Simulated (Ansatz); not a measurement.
# GaN: computed properties

The calculation used DFT PBE, scalar-relativistic, plane waves, PAW in Ansatz.

Cutoff 420 eV; k points 12×12×6 on the computed 4-atom cell (Γ-centred); Gaussian smearing, width 0.02 eV; no spin polarisation.

The structure is relaxed at this level of theory with its symmetry kept, and needn't be the ground state of this composition.

```
Ga N
1.0
     3.21843    0.00000    0.00000
    -1.60921    2.78724    0.00000
     0.00000    0.00000    5.24308
Ga N
2 2
Direct
  0.33333 0.66667 0.99912
  0.66667 0.33333 0.49912
  0.33333 0.66667 0.37588
  0.66667 0.33333 0.87588
```

Question: Formation energy from the elements' standard states (uncorrected)?

Answer: -0.443 eV/atom.

Question: Kohn–Sham band gap?

Answer: 1.71 eV.

Question: Orbital (Löwdin) character of the top 1 eV of the valence band?

Answer: N 2p 87 %, Ga 4p 8 %.

Question: Orbital (Löwdin) character of the lowest 1 eV of the conduction band?

Answer: N 2s 37 %, Ga 4s 36 %, N 2p 19 %, Ga 4p 9 %.

Question: Bader charge by site (e)?

Answer: Ga (2 in the cell) 1.55, N (2 in the cell) -1.55.

It was relaxed from a cell as deposited in COD. Kohn–Sham gaps at this level usually fall short of measured ones. Löwdin shares on free-atom orbitals overweight diffuse shells in the empty bands.
